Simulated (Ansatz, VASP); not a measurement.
## CdF2 in VASP and in Ansatz

Contents of INCAR:

```
PREC     = Accurate       # precision mode
ENCUT    = 600            # plane-wave cutoff, eV
EDIFF    = 1E-6           # SCF threshold, eV
ISMEAR   = 0              # smearing method
SIGMA    = 0.01           # smearing width, eV
LREAL    = F              # projectors in reciprocal space
LASPH    = T              # aspherical terms in the spheres
NELM     = 100            # most SCF steps
ALGO     = Fast           # electronic algorithm
ISIF     = 3              # what is computed and relaxed
LWAVE    = F              # write WAVECAR
LCHARG   = F              # write CHGCAR
GGA      = PS             # functional
IBRION   = 2              # ionic algorithm
NSW      = 80             # ionic steps
EDIFFG   = -0.001         # ionic threshold
```

KPOINTS

```
regular mesh
0
Gamma
  8 8 8
```

The input POSCAR:

```
CdF2
1.0
    0.0000000000      2.6921171967      2.6921171967
    2.6921171967      0.0000000000      2.6921171967
    2.6921171967      2.6921171967      0.0000000000
Cd F
1 2
Direct
    0.0000000000      0.0000000000      0.0000000000
    0.2500000000      0.2500000000      0.2500000000
    0.7500000000      0.7500000000      0.7500000000
```

Input for Ansatz:

```yaml
crystal:
  lattice:
    - [0.0, 2.6921171967, 2.6921171967]
    - [2.6921171967, 0.0, 2.6921171967]
    - [2.6921171967, 2.6921171967, 0.0]
  atoms:
    - { symbol: Cd, position: [0.0, 0.0, 0.0] }
    - { symbol: F, position: [0.25, 0.25, 0.25] }
    - { symbol: F, position: [0.75, 0.75, 0.75] }
basis:
  ecutwfc: 420
kpoints:
  mp_grid: { grid: [8, 8, 8] }
hamiltonian:
  xc: pbesol
scf:
  occupations: { method: fixed }
output:
  forces: true
  stress: true
  eigenvalues: true
relax:
  adjacent_minimum: "off"
  f_tol: 0.001
  max_steps: 60
  cell: { stress_tol: 0.01 }
```

Alike in both runs: task relaxation of cell and atoms; functional PBEsol; k mesh 8 × 8 × 8; no spin polarisation.

```csv
,VASP,Ansatz
version,VASP 6.6.1,Ansatz 0.2.0
potentials or method,"VASP PAW PBE potentials, release 64 (Cd, F)","scalar-relativistic, plane waves, PAW"
plane-wave cutoff (eV),600,420
occupations,"gaussian, width 0.01 eV",fixed
valence electrons in the cell,26,34
```

```tsv
	VASP	Ansatz	Ansatz less VASP
gap on the k mesh at the Fermi level, each at its own relaxed structure (eV)	2.89	2.94	+0.051
relaxed volume (Å³/atom)	13.08	13.01	-0.076
relaxed cell length with the largest relative difference (Å)	3.814	3.807	-0.0074
```

The two sets of potentials don't hold the same shells in valence.

Caveats: the PAW data sets were made with another functional, which shifts forces and pressure a little (VASP). A k mesh can miss the band edges. Zero-point motion and thermal expansion aren't in these numbers.
